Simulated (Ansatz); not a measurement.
# Electron scattering at the Σ11 (113) boundary in fcc Ag with Al (substitutional)

How much does the Σ11 (113) boundary in fcc Ag with Al (substitutional) reflect electrons?

Main program and level: Ansatz 0.2.0; Ansatz plane-wave DFT, PBE, PAW files; relaxation of a bicrystal slab with its lowest layers held; PAW set soft_1, in the first sound run; inputs show where later runs differ.

**1. Set-up**

The cell holds 15 atoms: 14 Ag and 1 Al. Cell: a = 2.889 Å, b = 5.005 Å, c = 28.298 Å, α = 90.0°, β = 90.0°, γ = 73.2°. It derives from Ag. built on the (1 1 3) plane; 1 overlapping atoms removed and the grains opened by 0.05 Å. Vacuum lies along c.

Structure file:

```cif
data_structure
_symmetry_space_group_name_H-M 'P 1'
_symmetry_Int_Tables_number 1
_cell_length_a 2.8894
_cell_length_b 5.0046
_cell_length_c 28.2985
_cell_angle_alpha 90.000
_cell_angle_beta 90.000
_cell_angle_gamma 73.221
_cell_volume 391.78
loop_
_atom_site_label
_atom_site_type_symbol
_atom_site_fract_x
_atom_site_fract_y
_atom_site_fract_z
_atom_site_occupancy
Ag1 Ag 0.63636 0.72727 0.17669 1
Ag2 Ag 0.36364 0.27273 0.22022 1
Ag3 Ag 0.09091 0.81818 0.26376 1
Ag4 Ag 0.81818 0.36364 0.30730 1
Ag5 Ag 0.54545 0.90909 0.35084 1
Ag6 Ag 0.27273 0.45455 0.39437 1
Al7 Al 0.00000 0.00000 0.43791 1
Ag8 Ag 0.27273 0.45455 0.48321 1
Ag9 Ag 0.54545 0.90909 0.52675 1
Ag10 Ag 0.81818 0.36364 0.57029 1
Ag11 Ag 0.09091 0.81818 0.61383 1
Ag12 Ag 0.36364 0.27273 0.65736 1
Ag13 Ag 0.63636 0.72727 0.70090 1
Ag14 Ag 0.90909 0.18182 0.74444 1
Ag15 Ag 0.18182 0.63636 0.78797 1
```

**2. Relaxing the bicrystal**

The boundary is built by mirroring the lower grain in the boundary plane and removing any atoms that overlap; then the Al is put in at the boundary. A thin bicrystal slab is relaxed first, with the lowest layers held and the upper grain free to shift and open.

Contents of input.yaml:

```yaml
crystal:
  lattice:
    - [2.8893797293, 0.0, 0.0]
    - [1.4446898646, 4.7914942194, 0.0]
    - [0.0, 0.0, 28.2984991868]
  atoms:
    - { symbol: Ag, position: [0.6363636363, 0.7272727273, 0.1766878154] }
    - { symbol: Ag, position: [0.3636363636, 0.2727272727, 0.2202249531] }
    - { symbol: Ag, position: [0.0909090909, 0.8181818182, 0.2637620908] }
    - { symbol: Ag, position: [0.8181818182, 0.3636363636, 0.3072992285] }
    - { symbol: Ag, position: [0.5454545454, 0.9090909091, 0.3508363662] }
    - { symbol: Ag, position: [0.2727272727, 0.4545454545, 0.394373504] }
    - { symbol: Al, position: [0.0, 0.0, 0.4379106417] }
    - { symbol: Ag, position: [0.2727272727, 0.4545454545, 0.4832146575] }
    - { symbol: Ag, position: [0.5454545454, 0.9090909091, 0.5267517953] }
    - { symbol: Ag, position: [0.8181818182, 0.3636363636, 0.570288933] }
    - { symbol: Ag, position: [0.0909090909, 0.8181818182, 0.6138260707] }
    - { symbol: Ag, position: [0.3636363636, 0.2727272727, 0.6573632084] }
    - { symbol: Ag, position: [0.6363636363, 0.7272727273, 0.7009003461] }
    - { symbol: Ag, position: [0.909090909, 0.1818181818, 0.7444374838] }
    - { symbol: Ag, position: [0.1818181818, 0.6363636363, 0.7879746215] }
kpoints:
  mp_grid: { grid: [8, 8, 1] }
hamiltonian:
  xc: pbe
  pseudopotentials: { kind: paw, azcp: { folder: soft_1 } }
scf:
  occupations: { method: fermi_dirac, width: 0.1 }
relax:
  f_tol: 0.03
  max_steps: 80
  constraints: [{ sites: [0, 1, 2] }]
```

Launch:

```console
> ansatz run input.yaml --threads 4 --pin off --max-ram 15360MiB --backend cpu --events-out ev --progress --plain --runs-dir out
```

Numbers of over 12 decimals in the logs are rounded to 6 here.

Log:

```text
Engine: ansatz 0.2.0, aarch64-unknown-linux-gnu
Pseudopotentials: kind: paw
Pseudopotential: Ag, paw, valence charge 19, recommended cutoff 420 eV (normal), soft_1/Ag.paw.azcp
Pseudopotential: Al, paw, valence charge 3, recommended cutoff 420 eV (normal), soft_1/Al.paw.azcp
Functional definition: PBE
  parameter kappa = 0.804
  parameter beta = 0.066725
  exchange = pbe_x(kappa = kappa, mu = beta*pi^2/3)
  correlation = pbe_c(beta = beta)
Crystal: 15 atoms, lattice volume = 391.777 Å³
Basis set: ecut = 420 eV, 7619 PW (Γ), exchange–correlation on 40×72×384 points (8 copies of the dense FFT grid, shifted against one another)
Bands: 162, of which v1, the nominal top of the filled ones, is band 135 counted from 1 (134 counted from 0)
Symmetry: 2 space group operations
Space group: Cm (ITA 8), of the structure as read, at distance tolerance 7.3e-5 Å
k-points: 21 of 64 (time reversal used)
Non-local potential: Ag, projectors of the file, l = 0: 3, l = 1: 2, l = 2: 2, l = 3: 1
Non-local potential: Al, projectors of the file, l = 0: 2, l = 1: 2, l = 2: 1
PAW form: soft (Blöchl's): semilocal exchange-correlation on the pseudo side does not see the compensation charge
PAW one-centre angular grid: Ag, 590 points (default); XC on 64 Gauss nodes
PAW one-centre angular grid: Al, 110 points (default); XC on 64 Gauss nodes
Initial density: superposition of atomic densities (neutral atoms: chi_scale 0, normalization atom)
Initial wavefunctions: pseudopotential atomic-orbital guess
Functional: x = pbe(κ = 0.804, μ = 0.219515), c = pbe(β = 0.066725)
SCF iter   1: F=—  HF=-106807.942828 eV  |F-HF|=—  |Δ(HF+E_count)|=         —  Δρ=5.55e-2  dr2=1.65e1  ethr=3.10e-3  ⟨swp⟩=6.3  Hψ=12615  notcnv=0  defer=135
preconditioner: auto → LDOS  [metal: Δε(μ)=0.047 eV  Ē_g=9.070 eV  σ=0.100 eV  W_gap=0.12  n_scr=104 (ndim 8)  ℏωp=23.5 eV  f_vac=0.320  D(μ)=5.66/eV (n_scr^D=32)  β→1.0]
SCF iter   2: F=—  HF=-106808.982785 eV  |F-HF|=—  |Δ(HF+E_count)|=    1.04e0  Δρ=7.05e-2  dr2=1.56e1  ethr=3.10e-3  ⟨swp⟩=3.0  Hψ=7221  notcnv=0  defer=286
SCF iter   3: F=—  HF=-106804.251337 eV  |F-HF|=—  |Δ(HF+E_count)|=    4.73e0  Δρ=5.51e-3  dr2=1.14e-1  ethr=3.10e-3  ⟨swp⟩=2.1  Hψ=6504  notcnv=0  defer=305
SCF iter   4: F=—  HF=-106804.271823 eV  |F-HF|=—  |Δ(HF+E_count)|=   2.05e-2  Δρ=2.58e-3  dr2=2.97e-2  ethr=4.24e-5  ⟨swp⟩=2.0  Hψ=6858  notcnv=0  defer=305
SCF iter   5: F=—  HF=-106804.267480 eV  |F-HF|=—  |Δ(HF+E_count)|=   4.34e-3  Δρ=7.85e-4  dr2=2.58e-3  ethr=1.10e-5  ⟨swp⟩=2.0  Hψ=5644  notcnv=0  defer=305
SCF iter   6: F=—  HF=-106804.268035 eV  |F-HF|=—  |Δ(HF+E_count)|=   5.55e-4  Δρ=1.63e-4  dr2=1.14e-4  ethr=9.60e-7  ⟨swp⟩=2.1  Hψ=4991  notcnv=0  defer=305
SCF iter   7: F=-106804.268027 eV  HF=-106804.268024 eV  |F-HF|=2.73e-6  |Δ(HF+E_count)|=   1.08e-5  Δρ=4.85e-5  dr2=9.93e-6  ethr=8.36e-9  ⟨swp⟩=3.0  Hψ=13505  notcnv=0
SCF 1 converged in 7 iterations: F = -106804.268027 eV  dr2 = 9.93e-6
  greatest PAW one-centre occupation: 1.001 electrons in one spin orbital (limit 2), on the Ag atom at site 4 (counted from 0), in its partial waves of l = 0
relax step   1: F+E_penalty+E_count = -106804.26802669 eV  Δ(F+E_penalty+E_count) = +0.000e0 eV  max|allowed force component| = 1.207e0 eV/Å  Δτ_max = 0.0000 Å  (7 SCF iters, dr2 threshold 2.25e-5 eV, accepted)
Initial density: handed on by an earlier stage of this run
Initial wavefunctions: those handed on with the density
iter 1 solved again at ethr=3.36e-5 eV; its pass at ethr=3.10e-3 eV (dr2=9.05e-2 eV) is discarded
SCF iter   1: F=—  HF=-106804.468224 eV  |F-HF|=—  |Δ(HF+E_count)|=         —  Δρ=4.78e-3  dr2=9.02e-2  ethr=3.36e-5  ⟨swp⟩=2.0  Hψ=12917  notcnv=0  defer=294
preconditioner: auto → LDOS  [metal: Δε(μ)=0.024 eV  Ē_g=9.472 eV  σ=0.100 eV  W_gap=0.06  n_scr=104 (ndim 8)  ℏωp=23.5 eV  f_vac=0.314  D(μ)=5.33/eV (n_scr^D=28)  β→1.0]
SCF iter   2: F=—  HF=-106804.460167 eV  |F-HF|=—  |Δ(HF+E_count)|=   8.06e-3  Δρ=3.61e-3  dr2=9.66e-2  ethr=3.35e-5  ⟨swp⟩=2.1  Hψ=5890  notcnv=0  defer=294
SCF iter   3: F=—  HF=-106804.439627 eV  |F-HF|=—  |Δ(HF+E_count)|=   2.05e-2  Δρ=5.57e-4  dr2=3.16e-3  ethr=3.35e-5  ⟨swp⟩=2.0  Hψ=5130  notcnv=0  defer=294
SCF iter   4: F=—  HF=-106804.439902 eV  |F-HF|=—  |Δ(HF+E_count)|=   2.75e-4  Δρ=7.08e-4  dr2=1.89e-3  ethr=1.18e-6  ⟨swp⟩=2.1  Hψ=6128  notcnv=0  defer=296
SCF iter   5: F=—  HF=-106804.439363 eV  |F-HF|=—  |Δ(HF+E_count)|=   5.39e-4  Δρ=1.02e-4  dr2=6.34e-5  ethr=7.03e-7  ⟨swp⟩=2.0  Hψ=5740  notcnv=0  defer=296
SCF iter   6: F=-106804.439353 eV  HF=-106804.439355 eV  |F-HF|=2.14e-6  |Δ(HF+E_count)|=   7.65e-6  Δρ=2.18e-5  dr2=3.01e-6  ethr=2.36e-8  ⟨swp⟩=4.0  Hψ=10540  notcnv=0
SCF 2 converged in 6 iterations: F = -106804.439353 eV  dr2 = 3.01e-6
relax step   2: F+E_penalty+E_count = -106804.43935282 eV  Δ(F+E_penalty+E_count) = -1.713e-1 eV  max|allowed force component| = 1.070e-1 eV/Å  Δτ_max = 0.1932 Å  (6 SCF iters, dr2 threshold 9.10e-5 eV, accepted)
SCF iter   1: F=—  HF=-106804.567266 eV  |F-HF|=—  |Δ(HF+E_count)|=         —  Δρ=7.48e-3  dr2=2.36e-1  ethr=7.41e-4  ⟨swp⟩=7.1  Hψ=9371  notcnv=0  defer=263
preconditioner: auto → LDOS  [metal: Δε(μ)=0.043 eV  Ē_g=9.410 eV  σ=0.100 eV  W_gap=0.11  n_scr=104 (ndim 8)  ℏωp=23.5 eV  f_vac=0.308  D(μ)=5.23/eV (n_scr^D=26)  β→1.0]
SCF iter   2: F=—  HF=-106804.537011 eV  |F-HF|=—  |Δ(HF+E_count)|=   3.03e-2  Δρ=5.91e-3  dr2=2.41e-1  ethr=8.77e-5  ⟨swp⟩=2.1  Hψ=6676  notcnv=0  defer=285
SCF iter   3: F=—  HF=-106804.484280 eV  |F-HF|=—  |Δ(HF+E_count)|=   5.27e-2  Δρ=7.62e-4  dr2=9.61e-3  ethr=8.77e-5  ⟨swp⟩=2.0  Hψ=5056  notcnv=0  defer=285
SCF iter   4: F=—  HF=-106804.484571 eV  |F-HF|=—  |Δ(HF+E_count)|=   2.91e-4  Δρ=9.67e-4  dr2=3.70e-3  ethr=3.57e-6  ⟨swp⟩=2.5  Hψ=5777  notcnv=0  defer=285
SCF iter   5: F=—  HF=-106804.483646 eV  |F-HF|=—  |Δ(HF+E_count)|=   9.25e-4  Δρ=1.32e-4  dr2=1.89e-4  ethr=1.37e-6  ⟨swp⟩=2.0  Hψ=5701  notcnv=0  defer=285
SCF iter   6: F=—  HF=-106804.483611 eV  |F-HF|=—  |Δ(HF+E_count)|=   3.51e-5  Δρ=3.11e-5  dr2=5.17e-6  ethr=7.03e-8  ⟨swp⟩=2.3  Hψ=4912  notcnv=0  defer=285
SCF iter   7: F=—  HF=-106804.483739 eV  |F-HF|=—  |Δ(HF+E_count)|=   1.28e-4  Δρ=1.13e-5  dr2=5.77e-7  ethr=1.92e-9  ⟨swp⟩=2.0  Hψ=5730  notcnv=0  defer=282
SCF iter   8: F=-106804.483739 eV  HF=-106804.483739 eV  |F-HF|=1.53e-8  |Δ(HF+E_count)|=   9.26e-8  Δρ=3.10e-6  dr2=5.56e-8  ethr=3.72e-11  ⟨swp⟩=5.0  Hψ=11547  notcnv=0
SCF 3 converged in 8 iterations: F = -106804.483739 eV  dr2 = 5.56e-8
relax step   3: F+E_penalty+E_count = -106804.48373871 eV  Δ(F+E_penalty+E_count) = -4.439e-2 eV  max|allowed force component| = 5.976e-2 eV/Å  Δτ_max = 0.1911 Å  (8 SCF iters, accepted)
[...]
relax step   4: F+E_penalty+E_count = -106804.48934192 eV  Δ(F+E_penalty+E_count) = -5.603e-3 eV  max|allowed force component| = 1.294e-1 eV/Å  Δτ_max = 0.1788 Å  (8 SCF iters, accepted)
[...]
relax step   5: F+E_penalty+E_count = -106804.49707214 eV  Δ(F+E_penalty+E_count) = -7.730e-3 eV  max|allowed force component| = 2.697e-2 eV/Å  Δτ_max = 0.0498 Å  (5 SCF iters, dr2 threshold 5.22e-6 eV, accepted)
iter 1 solved again at ethr=6.91e-10 eV; its pass at ethr=3.10e-3 eV (dr2=1.86e-6 eV) is discarded
SCF iter   1: F=—  HF=-106804.497039 eV  |F-HF|=—  |Δ(HF+E_count)|=         —  Δρ=1.53e-5  dr2=1.86e-6  ethr=6.91e-10  ⟨swp⟩=1.3  Hψ=8078  notcnv=0  defer=294
preconditioner: auto → LDOS  [metal: Δε(μ)=0.019 eV  Ē_g=9.373 eV  σ=0.100 eV  W_gap=0.05  n_scr=104 (ndim 8)  ℏωp=23.5 eV  f_vac=0.301  D(μ)=5.09/eV (n_scr^D=26)  β→1.0]
SCF iter   2: F=—  HF=-106804.497074 eV  |F-HF|=—  |Δ(HF+E_count)|=   3.43e-5  Δρ=1.62e-5  dr2=1.01e-6  ethr=6.91e-10  ⟨swp⟩=2.2  Hψ=5825  notcnv=0  defer=294
SCF iter   3: F=-106804.497073 eV  HF=-106804.497074 eV  |F-HF|=4.30e-8  |Δ(HF+E_count)|=   2.74e-7  Δρ=3.81e-6  dr2=6.18e-8  ethr=3.72e-11  ⟨swp⟩=3.0  Hψ=14410  notcnv=0
SCF 6 converged in 3 iterations: F = -106804.497073 eV  dr2 = 6.18e-8
relax step   6: F+E_penalty+E_count = -106804.49707346 eV  Δ(F+E_penalty+E_count) = -1.324e-6 eV  max|allowed force component| = 2.691e-2 eV/Å  Δτ_max = 0.0000 Å  (3 SCF iters, accepted)
SCF converged after 3 iterations
Free energy (F): -106804.497073 eV
Harris-Foulkes:  -106804.497074 eV  (|F-HF|=4.30e-8)
Internal energy: -106804.331345 eV  (E = F + TS)
E sigma→0 (E₀):  -106804.414209 eV
Entropy (-TS):   -0.165729 eV (-11.049 meV/atom)
Fermi energy:    9.419220 eV
--- Per-component energies (eV) ---
  E_band       = -5358.929246
  E_kinetic    = 6565.435384
  E_local      = -241842.727003  (includes V_loc(G=0)·N_el)
  E_nonlocal   = 454.087644
  E_hartree    = 119656.845691
  E_xc         = -2259.704095
  E_vxc        = -2841.003734  (∫ρ·V_xc dr)
  E_paw        = -55846.473001  (= ΣΔE_a)
  E_vpaw       = -7008.420924  (= ΣTr[D̂ρ^β])
  E_aug_tail   = 0.005322  (compensation charges beyond the density's cutoff)
  E_ewald      = 66468.198713
  E_smearing   = -0.165729  (= −TS)
  E_closure    = -0.000000  (closes the sum)
  Σ components = -106804.497073   (vs F -106804.497073, Δ=0.00e0)
--- Forces (eV/Å), atoms counted from 1 ---
  atom   1  Ag    -0.00000000     0.03067039     0.05916125
  atom   2  Ag    -0.00000000     0.00194358    -0.21080611
  atom   3  Ag     0.00000000    -0.03173644     0.17011906
  atom   4  Ag    -0.00000000     0.00350995    -0.01901064
  atom   5  Ag     0.00000000    -0.01101031     0.00296597
  atom   6  Ag    -0.00000000     0.01492074    -0.02690982
  atom   7  Al     0.00000000    -0.00875034    -0.00091644
  atom   8  Ag    -0.00000000     0.01253338     0.01997440
  atom   9  Ag     0.00000000    -0.01177377    -0.00181831
  atom  10  Ag    -0.00000000     0.00247535     0.02069320
  atom  11  Ag     0.00000000    -0.00141562     0.00156813
  atom  12  Ag     0.00000000    -0.00008112    -0.00322549
  atom  13  Ag     0.00000000    -0.00216919    -0.00399856
  atom  14  Ag    -0.00000000     0.00205607    -0.00470276
  atom  15  Ag     0.00000000    -0.00118033    -0.00307012
  max |Σ_I F_I| component: 2.38e-5 eV/Å
--- Relaxed structure (6 steps of the walk, 6 accepted, 0 SCFs on fresh bases) ---
  F+E_penalty+E_count = -106804.49707346 eV   max|allowed force component| = 2.691e-2 eV/Å
  atoms:
    - { symbol: Ag, position: [0.63636363635, 0.727273, 0.1766878154] }
    - { symbol: Ag, position: [0.363636, 0.2727272727, 0.220225] }
    - { symbol: Ag, position: [0.090909, 0.8181818182, 0.263762] }
    - { symbol: Ag, position: [0.822894, 0.354211, 0.309402] }
    - { symbol: Ag, position: [0.554179, 0.891642, 0.356946] }
    - { symbol: Ag, position: [0.286289, 0.427422, 0.398147] }
    - { symbol: Al, position: [0.012871, -0.025742, 0.445458] }
    - { symbol: Ag, position: [0.285065, 0.429869, 0.494240] }
    - { symbol: Ag, position: [0.553588, 0.892823, 0.534247] }
    - { symbol: Ag, position: [0.823844, 0.352313, 0.582996] }
    - { symbol: Ag, position: [0.092955, 0.814090, 0.626962] }
    - { symbol: Ag, position: [0.363002, 0.273995, 0.672728] }
    - { symbol: Ag, position: [0.631405, 0.737190, 0.717194] }
    - { symbol: Ag, position: [0.904398, 0.191203, 0.764274] }
    - { symbol: Ag, position: [0.175020, 0.649961, 0.804549] }
```

It took 3.2 min on 4 threads of Arm Neoverse V1, shared host; peak memory 1.9 GiB.

Relaxation path:

```
step  energy less that of the first step (eV)  largest force component (eV/Å)
   1                                   0.0000                          1.2066
   2                                  -0.1713                          0.1070
   3                                  -0.2157                          0.0598
   4                                  -0.2213                          0.1294
   5                                  -0.2290                          0.0270
   6                                  -0.2290                          0.0269
```

The run keeps the 2 symmetry operations that it works with, so distortions that break them were not tested.

The atoms that moved most (Å):

```
atom     dx      dy     dz  length
Ag14  0.000   0.045  0.561   0.563
Ag15  0.000   0.065  0.469   0.474
Ag13  0.000   0.048  0.461   0.464
Ag12  0.000   0.006  0.435   0.435
Ag11  0.000  -0.020  0.372   0.372
Ag10  0.000  -0.054  0.360   0.364
 Ag8  0.000  -0.118  0.312   0.334
 Al7  0.000  -0.123  0.214   0.247
```

Numbers from this step:

| Quantity | Value |
| --- | --- |
| free energy | -106804.4971 eV |
| energy at zero smearing | -106804.4142 eV |
| Fermi energy | 9.419 eV |

The largest force component on a free atom ends at 0.027 eV/Å, under the tolerance of 0.03, after 6 steps.

[end of part 1 of 2]

[Logs are printed without paths, hosts, clocks, repeated set-up lines and the standing remarks that a program may print on its own settings, such as how far it seeks lower states.]

[Hosts, paths, dates, database ids (printed as entryN), source tags and the programs' standing remarks are cut or masked in the printed files.]
